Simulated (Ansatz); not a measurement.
Write a Python script for the Ansatz DFT code, driven from Python that makes a charge-density difference against the sublattices of PbSe, space group Pm-3m. Use (first run): PBEsol, PAW, cutoff 460 eV, 5×5×5 k-points, Fermi-Dirac smearing of 0.01 eV.

```xyz
2
Lattice="3.7843 0.0000 0.0000 0.0000 3.7843 0.0000 0.0000 0.0000 3.7843" Properties=species:S:1:pos:R:3 pbc="T T T"
Pb    0.0000    0.0000    0.0000
Se    1.8922    1.8922    1.8922
```

`drho_pbse.py`
```python
'''Density of PbSe less that of its sublattices.'''

import ansatz as az
import numpy as np

vectors0 = np.array([
    [3.78432, 0.0, 0.0],
    [0.0, 3.78432, 0.0],
    [0.0, 0.0, 3.78432],
])
sites = [
    ('Pb', (0.0, 0.0, 0.0)),
    ('Se', (0.5, 0.5, 0.5)),
]


def crystal_on(cell):
    crystal = az.Crystal(lattice=az.Lattice.of(cell))
    for symbol, position in sites:
        crystal = crystal.atom(symbol, position)
    return crystal

# same cell, cutoff and mesh for the crystal and its parts
def solve(crystal):
    return (
        crystal.calculation()
        .functional('pbesol')
        .occupations(az.OccupationsMethod.FERMI_DIRAC, width=0.01)  # the run then minimises F = E - TS
        .scf(max_iterations=80)
        .basis(460, grid_basis='typed')
        .kpoints(5, 5, 5)  # the mesh must be finer for metals
        .density()  # keep the density on its grid
        .run(threads=1)
    )


whole = solve(crystal_on(vectors0))
difference = whole.density().channels[0].density_e_per_ang3.copy()
binding = whole.report['free_energy_ev']
for element in ['Pb', 'Se']:
    part = az.Crystal(lattice=az.Lattice.of(vectors0))
    for symbol, position in sites:
        if symbol == element:
            part = part.atom(symbol, position)
    alone = solve(part)
    difference -= alone.density().channels[0].density_e_per_ang3
    binding -= alone.report['free_energy_ev']
    print(f'{element} sublattice: {alone.report["n_electrons"]:g} electrons, {alone.report["n_iterations"]} iterations')

voxel = abs(np.linalg.det(vectors0)) / difference.size
print(f'energy of the crystal less its unpolarised sublattices: {binding / len(sites):.4f} eV/atom')
print(f'net charge of the difference {difference.sum() * voxel:.5f} e, charge moved {0.5 * np.abs(difference).sum() * voxel:.3f} e')
print(f'extremes {difference.min():.4f} and {difference.max():.4f} e/A^3')
for (symbol, position) in sites:
    index = tuple(int(round(p * n)) % n for p, n in zip(position, difference.shape))
    print(f'  change of the pseudo-density at the grid point nearest {symbol}: {difference[index]:+.4f} e/A^3')
profile = difference.mean(axis=(0, 1))
print('planar mean along the third vector:', np.round(profile[:: max(len(profile) // 12, 1)], 4))
```

Running `python drho_pbse.py` prints:
```text
Pb sublattice: 14 electrons, 6 iterations
Se sublattice: 16 electrons, 7 iterations
energy of the crystal less its unpolarised sublattices: -1.8261 eV/atom
net charge of the difference -0.00000 e, charge moved 0.421 e
extremes -0.0685 and 0.0469 e/A^3
  change of the pseudo-density at the grid point nearest Pb: -0.0685 e/A^3
  change of the pseudo-density at the grid point nearest Se: -0.0585 e/A^3
planar mean along the third vector: [-0.0171 -0.0127 -0.0037  0.0039  0.0087  0.0082  0.0037  0.0021  0.0061
  0.0092  0.0068  0.0004 -0.0082 -0.0159]
```

Notes:
- These settings explore the input space; cutoff and mesh may be short of convergence.
- The gap on the mesh is very small: a semilocal functional closes or nearly closes the gap of many narrow semiconductors.
- Spin-orbit coupling, which matters for elements this heavy, is left out.
- Grid values close to the nuclei reflect the PAW or pseudopotential construction, not the all-electron fields.
- The structure comes from a database of computed cells and needn't be a stable or known phase.
- Charge moved counts every rearrangement, bonding and polarisation too, and is no transfer between atoms; the bare sublattices are artificial references. Values near the nuclei depend on the potentials.
- The whole script took 2.3 s on 1 thread of Arm Neoverse V2, with other jobs on the host, peak memory 0.35 GiB.

(Lines on the test bed's own set-up are left out of the output.)
